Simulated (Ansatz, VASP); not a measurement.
**One calculation of Re, two programs**

File INCAR:

```
SYSTEM = Re
PREC = Accurate
ENCUT = 520
EDIFF = 1E-6
ISMEAR = -1
SIGMA = 0.03
LREAL = .FALSE.
LASPH = .TRUE.
NELM = 60
ALGO = Normal
ISIF = 2
LWAVE = .FALSE.
LCHARG = .FALSE.
GGA = PE
NBANDS = 10
```

Contents of KPOINTS:

```
Automatic mesh
0
G
  14 14 14
  0 0 0
```

The input POSCAR:

```
Re
1.0
    0.0000000000      1.9552500000      1.9750000000
    1.9552500000      0.0000000000      1.9750000000
    1.9552500000      1.9552500000      0.0000000000
Re
1
Direct
    0.0000000000      0.0000000000      0.0000000000
```

Input for Ansatz:

```yaml
crystal:
  lattice:
    - [0.0, 1.95525, 1.975]
    - [1.95525, 0.0, 1.975]
    - [1.95525, 1.95525, 0.0]
  atoms:
    - { symbol: Re, position: [0.0, 0.0, 0.0] }
kpoints:
  mp_grid: { grid: [14, 14, 14] }
  band_path:
    path:
      - [0.0, 0.0, 0.0]
      - [0.0, 0.5, 0.5]
      - [0.25, 0.75, 0.5]
      - [0.0, 0.5, 0.0]
      - [0.0, 0.0, 0.0]
      - [0.5, 0.5, 0.0]
      - [0.3725125, 0.6274875, 0.0]
      - [-0.3725125, 0.3725125, 0.0]
      - [0.0, 0.0, 0.0]
    npoints: 5
scf:
  occupations: { method: fermi_dirac, width: 0.03 }
hamiltonian:
  xc: pbe
  pseudopotentials: { kind: all_electron, lapw: { basis_error: 0.001 } }
output:
  forces: true
  stress: true
  eigenvalues: true
```

Change from the starting cell: equal xx and yy strain of -1 %.

Alike in both runs: task single point; functional PBE; k mesh 14 × 14 × 14; occupations fermi-dirac, width 0.03 eV; no spin polarisation.

|  | VASP | Ansatz |
| --- | --- | --- |
| version | VASP 6.6.1 | Ansatz 0.2.0 |
| potentials or method | VASP PAW PBE potentials, release 64 (Re) | all-electron LAPW, scalar-relativistic |
| plane-wave cutoff (eV) | 520 | see its input |

```csv
,VASP,Ansatz,Ansatz less VASP
pressure (GPa),-3.0,-2.3,+0.71
largest component of the traceless stress (GPa),1.28,1.31,+0.036
```

Ansatz ran all-electron here, so the differences hold the error of VASP's frozen core and of both bases.

Spin-orbit coupling is left out, which matters for the levels of Re.
